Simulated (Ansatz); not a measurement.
## BN: course of a relaxation

These are results of Ansatz, DFT PBE, scalar-relativistic, plane waves, PAW, not measurements. (420 eV cutoff, 12×12×4 k-mesh, Gaussian smearing of 0.02 eV, no spin polarisation)

What was changed: biaxial strain in the a-b plane, c and atoms relaxed: +6.0 %.

Command:

```bash
ansatz run input.yaml --threads 1 --pin off --max-ram 2560MiB --backend cpu --events-out ev --progress --plain --runs-dir out
```

Input:

```yaml
crystal:
  lattice:
    - [2.6629120315, 0.0, 0.0]
    - [-1.3314560157, 2.3061494673, 0.0]
    - [0.0, 0.0, 8.0428075957]
  atoms:
    - { symbol: B, position: [0.3333333333, 0.6666666667, 0.25] }
    - { symbol: B, position: [0.6666666667, 0.3333333333, 0.75] }
    - { symbol: "N", position: [0.3333333333, 0.6666666667, 0.75] }
    - { symbol: "N", position: [0.6666666667, 0.3333333333, 0.25] }
basis:
  ecutwfc: 420
kpoints:
  mp_grid: { grid: [12, 12, 4] }
hamiltonian:
  xc: pbe
scf:
  occupations: { method: gaussian, width: 0.02 }
output:
  forces: true
  stress: true
  eigenvalues: true
relax:
  adjacent_minimum: "off"
  f_tol: 0.008
  max_steps: 40
  cell: { stress_tol: 0.015, fix: [a, b, gamma] }
```

F is the free energy. Steps run on the plane waves of an earlier cell, but the last one, and at times one on the way, on a freshly chosen basis, so a repeated geometry can differ a little in energy. The held parts of the cell keep their stress, so P needn't end at zero.

Steps:

| step | F − F(1) (eV) | largest force component (eV/Å) | V (Å³/atom) | P (GPa) |
| --- | --- | --- | --- | --- |
| 1 | 0.0000 | 0.000 | 12.348 | -26.36 |
| 2 | 0.0003 | 0.000 | 12.380 | -26.31 |
| 3 | 0.0012 | 0.000 | 12.461 | -26.18 |
| 4 | -0.0002 | 0.000 | 12.461 | -26.13 |
| 5 | 0.0007 | 0.000 | 12.545 | -25.98 |
| 6 | 0.0010 | 0.000 | 12.574 | -25.93 |
| 7 | -0.0005 | 0.000 | 12.574 | -25.91 |
| 8 | 0.0002 | 0.000 | 12.640 | -25.78 |
| 9 | 0.0006 | 0.000 | 12.674 | -25.72 |
| 10 | -0.0006 | 0.000 | 12.674 | -25.71 |
| 11 | 0.0002 | 0.000 | 12.742 | -25.59 |
| 12 | -0.0007 | 0.000 | 12.742 | -25.58 |
| 13 | 0.0000 | 0.000 | 12.795 | -25.48 |
| 14 | -0.0007 | 0.000 | 12.795 | -25.48 |
| 15 | -0.0004 | 0.000 | 12.825 | -25.42 |
| 16 | -0.0002 | 0.000 | 12.839 | -25.40 |
| 17 | -0.0007 | 0.000 | 12.839 | -25.39 |
| 18 | -0.0004 | 0.000 | 12.866 | -25.34 |
| 19 | -0.0008 | 0.000 | 12.866 | -25.34 |

Relaxed structure:

```xyz
4
Lattice="2.6629 0.0000 0.0000 -1.3315 2.3061 0.0000 0.0000 0.0000 8.3804" Properties=species:S:1:pos:R:3 pbc="T T T"
B     0.0000    1.5374    2.0951
B     1.3315    0.7687    6.2853
N     0.0000    1.5374    6.2853
N     1.3315    0.7687    2.0951
```

The structure is hexagonal, space group P6_3/mmc (No. 194). Conventional cell: a = 2.663 Å, b = 2.663 Å, c = 8.380 Å, α = 90.00°, β = 90.00°, γ = 120.00°. B (site symmetry -6m2) has 3 N at 1.54 Å as nearest neighbours. N (site symmetry -6m2) has 3 B at 1.54 Å as nearest neighbours.

The run converged. It took 19 s on 1 thread of Intel(R) Xeon(R) 6975P-C (Granite Rapids), with other jobs on the host, peak memory 0.38 GiB.